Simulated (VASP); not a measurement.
# C in VASP: notebook, part 2 of 2

VASP 6.6.1. Earlier steps stand in the parts before.

## Step 4: Single point, PBEsol

The input, INCAR:

```
PREC = Accurate
ENCUT = 520
EDIFF = 1E-6
ISMEAR = -1
SIGMA = 0.05
LREAL = Auto
LASPH = True
NELM = 100
ALGO = Fast
ISIF = 2
LWAVE = False
LCHARG = True
GGA = PS
LELF = True
LVHAR = True
NBANDS = 51
```

The input, KPOINTS:

```
regular mesh
0
Gamma
  2 2 1
```

The input, POSCAR:

```
C
1.0
    7.3980000000      0.0000000000      0.0000000000
   -3.6990000000      6.4068560000      0.0000000000
    0.0000000000      0.0000000000     13.0000000000
C
18
Direct
    0.0069204194      0.0018105604      0.0767153846
    0.2239066301      0.1123171802      0.0753076923
   -0.0014469840      0.3270871079      0.0806846154
    0.2227651389      0.4458817242      0.0737153846
    0.0031815052      0.6697044541      0.0753307692
    0.2285852889      0.7802578987      0.0780769231
    0.3228145352     -0.0080070475      0.0810230769
    0.5477250978      0.1057773111      0.0714153846
    0.3321969949      0.3334396777      0.0751384615
    0.5546224497      0.4457412497      0.0746076923
    0.3352268847      0.6621812633      0.0751384615
    0.5489077943      0.7829737394      0.0838153846
    0.6607563029     -0.0006555477      0.0766230769
    0.8873566507      0.1078844288      0.0751230769
    0.6695632561      0.3309891778      0.0783000000
    0.8909151123      0.4474425522      0.0773461538
    0.6734920242      0.6723422534      0.0741153846
    0.8925250401      0.7828332649      0.0821153846
```

Potentials or basis: VASP PAW PBE potentials, release 64 (C).

Command:

```bash
$ cat potpaw_PBE.64/C/POTCAR > POTCAR
$ mpirun -np 1 vasp_std > vasp.out
```

OUTCAR:

```text
PREC = Accurate
   ENCUT = 520
   EDIFF = 1E-6
   ISMEAR = -1
   LREAL = Auto
   LASPH = True
   NELM = 100
   ISIF = 2
   GGA = PS

 ion  position               nearest neighbor table
   1  0.007  0.002  0.077-   2 1.39  18 1.41  14 1.45
   2  0.224  0.112  0.075-   1 1.39   7 1.41   9 1.42
   3  0.999  0.327  0.081-  14 1.41   4 1.44  16 1.46
   4  0.223  0.446  0.074-  11 1.39   9 1.42   3 1.44
   5  0.003  0.670  0.075-  16 1.42  18 1.44   6 1.44
   6  0.229  0.780  0.078-   7 1.36  11 1.44   5 1.44
[... 10 lines left out ...]
  17  0.673  0.672  0.074-  18 1.41  10 1.45  12 1.51
  18  0.893  0.783  0.082-   1 1.41  17 1.41   5 1.44

  LATTYP: Found a hexagonal cell.
 ALAT       =     7.3980000000
 C/A-ratio  =     1.7572316842

  Lattice vectors:

 A1 = (   7.3980000000,   0.0000000000,   0.0000000000)
 A2 = (  -3.6990000000,   6.4068560000,   0.0000000000)
 A3 = (   0.0000000000,   0.0000000000,  13.0000000000)

Analysis of symmetry for initial positions (statically):
=====================================================================
 Subroutine PRICEL returns:
 Original cell was already a primitive cell.

 Routine SETGRP: Setting up the symmetry group for a
 hexagonal supercell.

 Subroutine GETGRP returns: Found  1 space group operations
 (whereof  1 operations were pure point group operations)
 out of a pool of 24 trial point group operations.

The static configuration has the point symmetry C_1 .

Analysis of symmetry for dynamics (positions and initial velocities):
=====================================================================
 Subroutine PRICEL returns:
 Original cell was already a primitive cell.

 Routine SETGRP: Setting up the symmetry group for a
 hexagonal supercell.

 Subroutine GETGRP returns: Found  1 space group operations
 (whereof  1 operations were pure point group operations)
 out of a pool of 24 trial point group operations.

The dynamic configuration has the point symmetry C_1 .

 Subroutine INISYM returns: Found  1 space group operations
 (whereof  1 operations are pure point group operations),
 and found     1 'primitive' translations

----------------------------------------------------------------------------------------

                                     Primitive cell

  volume of cell :     616.1730

  direct lattice vectors                    reciprocal lattice vectors
     7.398000000  0.000000000  0.000000000     0.135171668  0.078041398  0.000000000
    -3.699000000  6.406856000  0.000000000     0.000000000  0.156082796  0.000000000
     0.000000000  0.000000000 13.000000000     0.000000000  0.000000000  0.076923077

  length of vectors
     7.398000000  7.398000054 13.000000000     0.156082797  0.156082796  0.076923077

  position of ions in fractional coordinates (direct lattice)
     0.006920419  0.001810560  0.076715385
     0.223906630  0.112317180  0.075307692
     0.998553016  0.327087108  0.080684615
     0.222765139  0.445881724  0.073715385
     0.003181505  0.669704454  0.075330769
     0.228585289  0.780257899  0.078076923
[... 10 lines left out ...]
     0.673492024  0.672342253  0.074115385
     0.892525040  0.782833265  0.082115385
[... 45 lines left out ...]

 Found      4 irreducible k-points:

 Following reciprocal coordinates:
            Coordinates               Weight
  0.000000  0.000000  0.000000      1.000000
  0.500000  0.000000  0.000000      1.000000
  0.000000  0.500000  0.000000      1.000000
  0.500000  0.500000  0.000000      1.000000
   k-points           NKPTS =      4   k-points in BZ     NKDIM =      4   number of bands    NBANDS=     51
   number of dos      NEDOS =    301   number of ions     NIONS =     18
   total plane-waves  NPLWV = 307328
   dimension x,y,z NGX =    56 NGY =   56 NGZ =   98
   dimension x,y,z NGXF=   112 NGYF=  112 NGZF=  196
   ions per type =              18
   NGX,Y,Z   is equivalent  to a cutoff of  12.58, 12.58, 12.53 a.u.
   NGXF,Y,Z  is equivalent  to a cutoff of  25.17, 25.17, 25.06 a.u.
 SYSTEM =  unknown system
   PREC   = accura    normal or accurate (medium, high low for compatibility)
   ISTART =      0    job   : 0-new  1-cont  2-samecut
   ICHARG =      2    charge: 1-file 2-atom 10-const
   ISPIN  =      1    spin polarized calculation?
   LNONCOLLINEAR =      F non collinear calculations
   LSORBIT =      F    spin-orbit coupling
   LASPH  =      T    aspherical Exc in radial PAW
   ENCUT  =  520.0 eV  38.22 Ry    6.18 a.u.  13.76 13.76 24.17*2*pi/ulx,y,z
   NELM   =    100;   NELMIN=  2; NELMDL= -5     # of ELM steps
   EDIFF  = 0.1E-05   stopping-criterion for ELM
   LREAL  =      T    real-space projection
   EDIFFG = 0.1E-04   stopping-criterion for IOM
   NSW    =      0    number of steps for IOM
   IBRION =     -1    ionic relax: 0-MD 1-quasi-New 2-CG
   NFREE  =      0    steps in history (QN), initial steepest desc. (CG)
   ISIF   =      2    stress and relaxation
   ISYM   =      2    0-nonsym 1-usesym 2-fastsym
   POTIM  = 0.5000    time-step for ionic-motion
   TEBEG  =    0.0;   TEEND  =   0.0 temperature during run
   PSTRESS=    0.0 pullay stress
   NELECT =      72.0000    total number of electrons
   NUPDOWN=      -1.0000    fix difference up-down
   EMIN   =  10.00;   EMAX   =-10.00  energy-range for DOS
   EFERMI =   0.00;   METHOD = LEGACY
   ISMEAR =    -1;   SIGMA  =   0.05  broadening in eV -4-tet -1-fermi 0-gaus
   EFERMI_NEDOS =   21; number of points for ismear=-14 and -15
   IALGO  =     68    algorithm
   IMIX   =      4    mixing-type and parameters
     AMIX     =   0.40;   BMIX     =  1.00
     AMIX_MAG =   1.60;   BMIX_MAG =  1.00
  volume/ion in A,a.u.               =      34.23       231.01
  Fermi-wavevector in a.u.,A,eV,Ry     =   0.800359  1.512459  8.715544  0.640574
  Thomas-Fermi vector in A             =   1.907639
   LORBIT       =      0    0 simple, 1 ext, 2 COOP (PROOUT), +10 PAW based schemes
   GGA     = PS    functional components
   LHFCALC =     F    Hartree Fock is set to
   AEXX    =    0.0000 exact exchange contribution
   IVDW    =     0    specifies the selected vdW correction
   LEPSILON=     F    determine dielectric tensor
   LRPA    =     F    only Hartree local field effects (RPA)
 non-spin polarized calculation
 RMM-DIIS sequential band-by-band and
  energy-cutoff  :      520.00
  volume of cell :      616.17
 maximum number of plane-waves:     16651
 NGX is ok and might be reduce to    56

 number of electron      72.0000003 magnetization

 Free energy of the ion-electron system (eV)
  ---------------------------------------------------
  ext. energy  EPLUGINS =         0.00000000
  ---------------------------------------------------
  free energy    TOTEN  =      -172.15857980 eV

  energy without entropy =     -172.12235791  energy(sigma->0) =     -172.14046886

 E-fermi :  -2.0269     XC(G=0):  -3.2926

 val. band max:       -2.0422591854   @ k =   0.0000   0.0000   0.0000
 cond. band min:      -2.0128671735   @ k =   0.0000   0.0000   0.0000
 fundamental gap:      0.0293920119
 Fermi energy:        -2.0268965868

 k-point     1 :       0.0000    0.0000    0.0000
  band No.  band energies     occupation
      1     -21.5130      2.00000
      2     -19.1901      2.00000
      3     -19.0890      2.00000
      4     -18.9420      2.00000
      5     -18.8330      2.00000
      6     -18.7213      2.00000
[... 193 lines left out ...]
     47       3.9818      0.00000
     48       4.0625      0.00000
 [bands above 48 left out]

------------------------ aborting loop because EDIFF is reached ----------------------------------------

  FORCE on cell =-STRESS in cart. coord.  units (eV):
  Direction    XX          YY          ZZ          XY          YZ          ZX
  --------------------------------------------------------------------------------------
  -------------------------------------------------------------------------------------
  Total       -0.8008726     -1.3480089     -0.6792101     -0.8378614     -0.1180814      0.5434487
  in kB       -2.0824347     -3.5051024     -1.7660870     -2.1786131     -0.3070360      1.4130791
  external PRESSURE =      -2.4512080 kB  Pullay stress =       0.0000000 kB

 VOLUME and BASIS-vectors are now :
 -----------------------------------------------------------------------------
  energy-cutoff  :      520.00
  volume of cell :      616.17
      direct lattice vectors                 reciprocal lattice vectors
     7.398000000  0.000000000  0.000000000     0.135171668  0.078041398  0.000000000
    -3.699000000  6.406856000  0.000000000     0.000000000  0.156082796  0.000000000
     0.000000000  0.000000000 13.000000000     0.000000000  0.000000000  0.076923077

 POSITION                                       TOTAL-FORCE (eV/Angst)
 -----------------------------------------------------------------------------------
      0.04450      0.01160      0.99730        -2.078147      0.165940      0.229449
      1.24100      0.71960      0.97900        -0.853394     -0.062192      0.553952
      6.17740      2.09560      1.04890        -0.411913      1.500425     -1.190263
     -0.00130      2.85670      0.95830         0.098300     -2.086262      0.523504
     -2.45370      4.29070      0.97930         0.181535     -0.517071      0.820471
     -1.19510      4.99900      1.01500        -2.007078     -2.546949     -0.197961
[... 10 lines left out ...]
      2.49550      4.30760      0.96350        -2.340356     -1.121198      1.436019
      3.70720      5.01550      1.06750         0.956865     -0.961490     -1.279928
 -----------------------------------------------------------------------------------
    total drift:                               -0.004221     -0.005219      0.007543

  FREE ENERGIE OF THE ION-ELECTRON SYSTEM (eV)
  ---------------------------------------------------
  free  energy   TOTEN  =      -172.1585798006 eV

  energy  without entropy=     -172.1223579098  energy(sigma->0) =     -172.14046886
```

Run time: 4.3 min. Hardware: 1 thread of Intel Xeon Platinum 8488C (Sapphire Rapids), shared host; peak memory 0.62 GiB.

What came out:

```yaml
Free_energy: -172.1586 eV
Largest_force: 4.718 eV/Å
Band_gap_on_the_k_mesh: 0.03 eV
```

Forces in eV/Å, atoms in the order of the input:
```
C   -2.078  0.166  0.229
C   -0.853 -0.062  0.554
C   -0.412  1.500 -1.190
C    0.098 -2.086  0.524
C    0.182 -0.517  0.820
C   -2.007 -2.547 -0.198
C    2.778  2.666 -1.075
C    0.454  1.539  1.473
C    0.696  0.393 -0.345
C    1.429  0.955  0.158
C   -1.781  1.723  0.624
C    4.057 -1.818 -1.578
C    0.652  0.434  0.050
C   -0.161  0.496  0.537
C   -1.892  0.355 -0.962
C    0.221 -1.114  0.223
C   -2.340 -1.121  1.436
C    0.957 -0.961 -1.280
```

Caveat: the k mesh is coarse (spacing up to 0.49 Å⁻¹), so the values aren't converged; the PAW data sets were made with another functional, which shifts forces and pressure a little.

## Step 5: The runs side by side

```csv
task,cell,gap on the mesh (eV)
single point,"P6/mmm, 34.23 Å³/atom",none
relaxation of the atoms,atoms relaxed,none
single point,"P1, 34.23 Å³/atom",0.03
```

Some of these runs hold the atoms at other places in the same cell, which the table doesn't show; runs alike in all that it shows share one row.

Alike in all rows: level PBEsol; potentials or basis VASP PAW PBE potentials, release 64 (C); no spin polarisation; k mesh 2 × 2 × 1; cutoff (eV) 520; smearing fermi-dirac 0.05 eV; the mesh is coarse, so values aren't converged.

Caveats: all runs use coarse meshes; the PAW data sets were made with another functional, which shifts forces and pressure a little; the relaxation stopped at its first step, so nothing moved (some runs); the relaxation stopped at a loose force limit of 0.08 eV/Å, so its end isn't a converged minimum (some runs).

Absolute energies hang on the potentials; compare differences alone.
